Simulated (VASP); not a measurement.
# Ni (Fm-3m) in VASP: notebook

The runs below take Ni through relaxation of cell and atoms, with PBE.

Everything below comes from runs of VASP 6.6.1. Logs are shortened: lines on timing, memory, paths and dates and some standing lists are left out, and cuts for length are marked.

## (1) Starting point

It takes space group Fm-3m (No. 225, cubic). The conventional cell has a = 3.524 Å, b = 3.524 Å, c = 3.524 Å, α = 90.00°, β = 90.00°, γ = 90.00°. Around Ni (site symmetry m-3m) lie 12 Ni at 2.49 Å.

## (2) Relaxation of cell and atoms, PBE, collinear spin, ferromagnetic start

INCAR reads:

```
PREC = Accurate
ENCUT = 520
EDIFF = 1E-7
ISMEAR = 0
SIGMA = 0.1
LREAL = F
LASPH = T
NELM = 150
ALGO = Normal
ISIF = 3
LWAVE = F
LCHARG = F
ISPIN = 2
MAGMOM = 0.8
LORBIT = 11
LMAXMIX = 4
GGA = PE
IBRION = 2
NSW = 80
EDIFFG = -0.002
```

KPOINTS reads:

```
regular mesh
0
Gamma
  8 8 8
```

POSCAR reads:

```
Ni
1.0
    0.0000000000      1.7619350000      1.7619350000
    1.7619350000      0.0000000000      1.7619350000
    1.7619350000      1.7619350000      0.0000000000
Ni
1
Direct
    0.0000000000      0.0000000000      0.0000000000
```

Potentials or basis: VASP PAW PBE potentials, release 64 (Ni).

Started as:

```console
$ cat potpaw_PBE.64/Ni/POTCAR > POTCAR
$ mpirun -np 1 vasp_std > vasp.out
```

OUTCAR:

```text
PREC = Accurate
   ENCUT = 520
   EDIFF = 1E-7
   ISMEAR = 0
   LREAL = F
   LASPH = T
   NELM = 150
   ISIF = 3
   ISPIN = 2
   LORBIT = 11
   GGA = PE
   IBRION = 2
   NSW = 80
   EDIFFG = -0.002

 ion  position               nearest neighbor table
   1  0.000  0.000  0.000-

  LATTYP: Found a face centered cubic cell.
 ALAT       =     3.5238700000

  Lattice vectors:

 A1 = (   0.0000000000,   1.7619350000,   1.7619350000)
 A2 = (   1.7619350000,   0.0000000000,   1.7619350000)
 A3 = (   1.7619350000,   1.7619350000,   0.0000000000)

Analysis of symmetry for initial positions (statically):
=====================================================================
 Subroutine PRICEL returns:
 Original cell was already a primitive cell.

 Routine SETGRP: Setting up the symmetry group for a
 face centered cubic supercell.

 Subroutine GETGRP returns: Found 48 space group operations
 (whereof 48 operations were pure point group operations)
 out of a pool of 48 trial point group operations.

The static configuration has the point symmetry O_h .

Analysis of symmetry for dynamics (positions and initial velocities):
=====================================================================
 Subroutine PRICEL returns:
 Original cell was already a primitive cell.

 Routine SETGRP: Setting up the symmetry group for a
 face centered cubic supercell.

 Subroutine GETGRP returns: Found 48 space group operations
 (whereof 48 operations were pure point group operations)
 out of a pool of 48 trial point group operations.

The dynamic configuration has the point symmetry O_h .

Analysis of structural, dynamic, and magnetic symmetry:
=====================================================================
 Subroutine PRICEL returns:
 Original cell was already a primitive cell.

 Routine SETGRP: Setting up the symmetry group for a
 face centered cubic supercell.

 Subroutine GETGRP returns: Found 48 space group operations
 (whereof 48 operations were pure point group operations)
 out of a pool of 48 trial point group operations.

The overall configuration has the point symmetry O_h .

 Subroutine INISYM returns: Found 48 space group operations
 (whereof 48 operations are pure point group operations),
 and found     1 'primitive' translations

----------------------------------------------------------------------------------------

                                     Primitive cell

  volume of cell :      10.9396

  direct lattice vectors                    reciprocal lattice vectors
     0.000000000  1.761935000  1.761935000    -0.283778914  0.283778914  0.283778914
     1.761935000  0.000000000  1.761935000     0.283778914 -0.283778914  0.283778914
     1.761935000  1.761935000  0.000000000     0.283778914  0.283778914 -0.283778914

  length of vectors
     2.491752373  2.491752373  2.491752373     0.491519496  0.491519496  0.491519496

  position of ions in fractional coordinates (direct lattice)
     0.000000000  0.000000000  0.000000000

  ion indices of the primitive-cell ions
   primitive index   ion index
                 1           1

----------------------------------------------------------------------------------------

 KPOINTS: regular mesh

Automatic generation of k-mesh.
 Grid dimensions read from file:
 generate k-points for:    8    8    8

 Generating k-lattice:

  Cartesian coordinates                     Fractional coordinates (reciprocal lattice)
    -0.035472364  0.035472364  0.035472364     0.125000000  0.000000000  0.000000000
     0.035472364 -0.035472364  0.035472364     0.000000000  0.125000000  0.000000000
     0.035472364  0.035472364 -0.035472364     0.000000000  0.000000000  0.125000000

  Length of vectors
     0.061439937  0.061439937  0.061439937

  Shift w.r.t. Gamma in fractional coordinates (k-lattice)
     0.000000000  0.000000000  0.000000000

 Subroutine IBZKPT returns following result:
 ===========================================

 Found     29 irreducible k-points:

 Following reciprocal coordinates:
            Coordinates               Weight
  0.000000  0.000000  0.000000      1.000000
  0.125000  0.000000  0.000000      8.000000
  0.250000  0.000000  0.000000      8.000000
  0.375000  0.000000  0.000000      8.000000
  0.500000  0.000000  0.000000      4.000000
  0.125000  0.125000  0.000000      6.000000
[... 16 lines left out ...]
  0.500000  0.250000  0.125000     48.000000
 -0.375000  0.250000  0.125000     24.000000
 [... further k-points ...]
   k-points           NKPTS =     29   k-points in BZ     NKDIM =     29   number of bands    NBANDS=      9
   number of dos      NEDOS =    301   number of ions     NIONS =      1
   total plane-waves  NPLWV =   8000
   dimension x,y,z NGX =    20 NGY =   20 NGZ =   20
   dimension x,y,z NGXF=    40 NGYF=   40 NGZF=   40
   ions per type =               1
   NGX,Y,Z   is equivalent  to a cutoff of  13.34, 13.34, 13.34 a.u.
   NGXF,Y,Z  is equivalent  to a cutoff of  26.69, 26.69, 26.69 a.u.
 SYSTEM =  unknown system
   PREC   = accura    normal or accurate (medium, high low for compatibility)
   ISTART =      0    job   : 0-new  1-cont  2-samecut
   ICHARG =      2    charge: 1-file 2-atom 10-const
   ISPIN  =      2    spin polarized calculation?
   LNONCOLLINEAR =      F non collinear calculations
   LSORBIT =      F    spin-orbit coupling
   LASPH  =      T    aspherical Exc in radial PAW
   ENCUT  =  520.0 eV  38.22 Ry    6.18 a.u.   4.63  4.63  4.63*2*pi/ulx,y,z
   NELM   =    150;   NELMIN=  2; NELMDL= -5     # of ELM steps
   EDIFF  = 0.1E-06   stopping-criterion for ELM
   LREAL  =      F    real-space projection
   EDIFFG = -.2E-02   stopping-criterion for IOM
   NSW    =     80    number of steps for IOM
   IBRION =      2    ionic relax: 0-MD 1-quasi-New 2-CG
   NFREE  =      1    steps in history (QN), initial steepest desc. (CG)
   ISIF   =      3    stress and relaxation
   ISYM   =      2    0-nonsym 1-usesym 2-fastsym
   POTIM  = 0.5000    time-step for ionic-motion
   TEBEG  =    0.0;   TEEND  =   0.0 temperature during run
   PSTRESS=    0.0 pullay stress
   NELECT =      10.0000    total number of electrons
   NUPDOWN=      -1.0000    fix difference up-down
   EMIN   =  10.00;   EMAX   =-10.00  energy-range for DOS
   EFERMI =   0.00;   METHOD = LEGACY
   ISMEAR =     0;   SIGMA  =   0.10  broadening in eV -4-tet -1-fermi 0-gaus
   EFERMI_NEDOS =   21; number of points for ismear=-14 and -15
   IALGO  =     38    algorithm
   IMIX   =      4    mixing-type and parameters
     AMIX     =   0.40;   BMIX     =  1.00
     AMIX_MAG =   1.60;   BMIX_MAG =  1.00
  volume/ion in A,a.u.               =      10.94        73.82
  Fermi-wavevector in a.u.,A,eV,Ry     =   1.588821  3.002436 34.345893  2.524352
  Thomas-Fermi vector in A             =   2.687765
   LORBIT       =     11    0 simple, 1 ext, 2 COOP (PROOUT), +10 PAW based schemes
   GGA     = PE    functional components
   LHFCALC =     F    Hartree Fock is set to
   AEXX    =    0.0000 exact exchange contribution
   IVDW    =     0    specifies the selected vdW correction
   LEPSILON=     F    determine dielectric tensor
   LRPA    =     F    only Hartree local field effects (RPA)
 conjugate gradient relaxation of ions
 spin polarized calculation
 Gauss-broadening in eV      SIGMA  =   0.10
  energy-cutoff  :      520.00
  volume of cell :       10.94
 maximum number of plane-waves:       304
   NGX =  9   NGY =  9   NGZ =  9

--------------------------------------- Ionic step        1  -------------------------------------------

 number of electron      10.0000010 magnetization       0.6992194

 Free energy of the ion-electron system (eV)
  ---------------------------------------------------
  ext. energy  EPLUGINS =         0.00000000
  ---------------------------------------------------
  free energy    TOTEN  =        -5.47423433 eV

  energy without entropy =       -5.46435505  energy(sigma->0) =       -5.46929469

------------------------ aborting loop because EDIFF is reached ----------------------------------------

  FORCE on cell =-STRESS in cart. coord.  units (eV):
  Direction    XX          YY          ZZ          XY          YZ          ZX
  --------------------------------------------------------------------------------------
  -------------------------------------------------------------------------------------
  Total       -0.0441482     -0.0441482     -0.0441482      0.0000000     -0.0000000      0.0000000
  in kB       -6.4658268     -6.4658268     -6.4658268      0.0000000     -0.0000000      0.0000000
  external PRESSURE =      -6.4658268 kB  Pullay stress =       0.0000000 kB

 VOLUME and BASIS-vectors are now :
 -----------------------------------------------------------------------------
  energy-cutoff  :      520.00
  volume of cell :       10.94
      direct lattice vectors                 reciprocal lattice vectors
     0.000000000  1.761935000  1.761935000    -0.283778914  0.283778914  0.283778914
     1.761935000  0.000000000  1.761935000     0.283778914 -0.283778914  0.283778914
     1.761935000  1.761935000  0.000000000     0.283778914  0.283778914 -0.283778914
[... 36 lines left out ...]
 POSITION                                       TOTAL-FORCE (eV/Angst)
 -----------------------------------------------------------------------------------
      0.00000      1.75818      1.75818         0.000000      0.000000      0.000000
 -----------------------------------------------------------------------------------
    total drift:                               -0.000000     -0.000000     -0.000000

  FREE ENERGIE OF THE ION-ELECTRON SYSTEM (eV)
  ---------------------------------------------------
  free  energy   TOTEN  =        -5.4742515120 eV

  energy  without entropy=       -5.4644482086  energy(sigma->0) =       -5.46934986

--------------------------------------- Ionic step        3  -------------------------------------------

 number of electron      10.0000009 magnetization       0.6992159

 Free energy of the ion-electron system (eV)
  ---------------------------------------------------
  ext. energy  EPLUGINS =         0.00000000
  ---------------------------------------------------
  free energy    TOTEN  =        -5.47431152 eV

  energy without entropy =       -5.46447313  energy(sigma->0) =       -5.46939232

 E-fermi :   9.3414     XC(G=0): -13.2468

 val. band max:        9.3078346761   @ k =   0.3750   0.3750   0.0000
 cond. band min:       9.3437862135   @ k =   0.5000   0.3750   0.1250
 fundamental gap:      0.0359515374
 Fermi energy:         9.3414089570

 spin component 1

 k-point     1 :       0.0000    0.0000    0.0000
  band No.  band energies     occupation
      1       0.3422      1.00000
      2       6.8586      1.00000
      3       6.8586      1.00000
      4       6.8586      1.00000
      5       8.0284      1.00000
      6       8.0284      1.00000
      7      33.0490      0.00000
      8      36.8890      0.00000
      9      36.8890      0.00000

 k-point     2 :       0.1250    0.0000    0.0000
  band No.  band energies     occupation
      1       0.9441      1.00000
      2       6.7182      1.00000
      3       6.9778      1.00000
      4       6.9778      1.00000
      5       7.9867      1.00000
      6       7.9867      1.00000
      7      30.1085      0.00000
      8      34.0694      0.00000
      9      35.8481      0.00000
[... 253 lines left out ...]
 k-point    24 :      -0.3750    0.2500    0.1250
  band No.  band energies     occupation
      1       5.3444      1.00000
      2       6.1990      1.00000
      3       6.7837      1.00000
      4       7.4989      1.00000
      5       8.5881      1.00000
      6      12.6657      0.00000
      7      15.3811      0.00000
      8      25.2977      0.00000
      9      26.1800      0.00000

 [... further k-points ...]

 spin component 2

 k-point     1 :       0.0000    0.0000    0.0000
  band No.  band energies     occupation
      1       0.3245      1.00000
      2       7.6814      1.00000
      3       7.6814      1.00000
      4       7.6814      1.00000
      5       8.6865      1.00000
      6       8.6865      1.00000
      7      32.8973      0.00000
      8      36.8881      0.00000
      9      36.8881      0.00000

 k-point     2 :       0.1250    0.0000    0.0000
  band No.  band energies     occupation
      1       0.9279      1.00000
      2       7.5182      1.00000
      3       7.8019      1.00000
      4       7.8019      1.00000
      5       8.6457      1.00000
      6       8.6457      1.00000
      7      30.1637      0.00000
      8      33.9718      0.00000
      9      35.9169      0.00000
[... 286 lines left out ...]
 POSITION                                       TOTAL-FORCE (eV/Angst)
 -----------------------------------------------------------------------------------
      0.00000      0.00000      0.00000         0.000000      0.000000      0.000000
 -----------------------------------------------------------------------------------
    total drift:                               -0.000000     -0.000000     -0.000000

  FREE ENERGIE OF THE ION-ELECTRON SYSTEM (eV)
  ---------------------------------------------------
  free  energy   TOTEN  =        -5.4743115226 eV

  energy  without entropy=       -5.4644731255  energy(sigma->0) =       -5.46939232

 reached required accuracy - stopping structural energy minimisation

 total charge

# of ion       s       p       d       tot
------------------------------------------
    1        0.498   0.501   8.305   9.304

 magnetization (x)

# of ion       s       p       d       tot
------------------------------------------
    1       -0.004  -0.022   0.735   0.709
```

It took 17 s on 1 thread of AMD EPYC 7R13 (Zen 3), shared host; peak memory 0.1 GiB.

What came out:

| Property | Result |
| --- | --- |
| Free energy | -5.4743 eV |
| Relaxed volume | 10.90 Å³/atom |
| Relaxed cell | a = 2.489 Å, b = 2.489 Å, c = 2.489 Å, α = 60.00°, β = 60.00°, γ = 60.00° |
| Space group after relaxing (to 0.05 Å) | Fm-3m (No. 225) |
| Energy gained by relaxing | 0.1 meV/atom |
| Ionic steps | 3 |
| Pressure after relaxing | 0.0 GPa |
| Band gap on the k mesh | none (metal or under the smearing width) |
| Net moment | 0.70 μB per cell |
| Site moments | Ni +0.71 μB |
| Valence electrons inside the program's atomic spheres | Ni 9.30 |

Final structure:
```
Ni
1.0
     0.00000    1.75992    1.75992
     1.75992    0.00000    1.75992
     1.75992    1.75992    0.00000
Ni
1
Direct
  0.00000 0.00000 0.00000
```

Levels at points of the mesh, in eV from the Fermi level:
Spin up:
```
           k point  band 1  band 2  band 3  band 4  band 5  band 6  band 7  band 8  band 9
(0.00, 0.00, 0.00)   -9.00   -2.48   -2.48   -2.48   -1.31   -1.31   23.71   27.55   27.55
(0.50, 0.00, 0.00)   -4.86   -2.46   -2.46   -0.66   -0.66   -0.29    5.61   22.20   24.63
(0.50, 0.50, 0.00)   -4.67   -4.23   -0.61   -0.54   -0.54    2.44    9.18   14.80   14.80
```
Spin down:
| k point | band 2 | band 3 | band 4 | band 5 | band 6 | band 7 |
| --- | --- | --- | --- | --- | --- | --- |
| (0.00, 0.00, 0.00) | -1.66 | -1.66 | -1.66 | -0.65 | -0.65 | 23.56 |
| (0.50, 0.00, 0.00) | -1.78 | -1.78 | -0.34 | 0.17 | 0.17 | 6.09 |
| (0.50, 0.50, 0.00) | -3.55 | 0.08 | 0.40 | 0.40 | 2.42 | 9.46 |

Caveat: the k mesh is coarse (spacing up to 0.39 Å⁻¹), so the values aren't converged.

## (3) Relaxation of cell and atoms, PBE, collinear spin, ferromagnetic start

This run uses another cell than the first one, of 10.90 Å³/atom, 0.997 times its volume.

INCAR is that of step 2.

KPOINTS is that of step 2.

POSCAR reads:

```
Ni                                      
1.0
    0.0000000000      1.7599201507      1.7599201507
    1.7599201507     -0.0000000000      1.7599201507
    1.7599201507      1.7599201507      0.0000000000
  Ni            
     1
Direct
     0.0000000000000000    0.0000000000000000    0.0000000000000000
```

Potentials or basis: VASP PAW PBE potentials, release 64 (Ni).

Started as:

```console
$ cat potpaw_PBE.64/Ni/POTCAR > POTCAR
$ mpirun -np 1 vasp_std > vasp.out
```

It took 9.5 s on 1 thread of AMD EPYC 7R13 (Zen 3), shared host; peak memory 0.1 GiB.

Results (log left out):

```
Free energy                                           : -5.4743 eV
Pressure after relaxing                               : 0.0 GPa
Band gap on the k mesh                                : none (metal or under the smearing width)
Net moment                                            : 0.70 μB per cell
Site moments                                          : Ni +0.71 μB
Valence electrons inside the program's atomic spheres : Ni 9.30
```

Final structure:
```cif
data_structure
_symmetry_space_group_name_H-M 'P 1'
_symmetry_Int_Tables_number 1
_cell_length_a 2.4889
_cell_length_b 2.4889
_cell_length_c 2.4889
_cell_angle_alpha 60.000
_cell_angle_beta 60.000
_cell_angle_gamma 60.000
_cell_volume 10.90
loop_
_atom_site_label
_atom_site_type_symbol
_atom_site_fract_x
_atom_site_fract_y
_atom_site_fract_z
_atom_site_occupancy
Ni1 Ni 0.00000 0.00000 0.00000 1
```

Levels at points of the mesh, in eV from the Fermi level:
Spin up:
```csv
k point,band 2,band 3,band 4,band 5,band 6,band 7,band 8,band 9
"(0.00, 0.00, 0.00)",-2.48,-2.48,-2.48,-1.31,-1.31,23.71,27.55,27.55
"(0.50, 0.00, 0.00)",-2.46,-2.46,-0.66,-0.66,-0.29,5.61,22.20,24.63
"(0.50, 0.50, 0.00)",-4.23,-0.61,-0.54,-0.54,2.44,9.18,14.80,14.80
```
Spin down:
| k point | band 1 | band 2 | band 3 | band 4 | band 5 | band 6 | band 7 | band 8 |
| --- | --- | --- | --- | --- | --- | --- | --- | --- |
| (0.00, 0.00, 0.00) | -9.02 | -1.66 | -1.66 | -1.66 | -0.65 | -0.65 | 23.56 | 27.55 |
| (0.50, 0.00, 0.00) | -4.38 | -1.78 | -1.78 | -0.34 | 0.17 | 0.17 | 6.09 | 22.06 |
| (0.50, 0.50, 0.00) | -4.28 | -3.55 | 0.08 | 0.40 | 0.40 | 2.42 | 9.46 | 14.83 |

Caveat: the k mesh is coarse (spacing up to 0.39 Å⁻¹), so the values aren't converged; the relaxation stopped at its first step, so nothing moved.
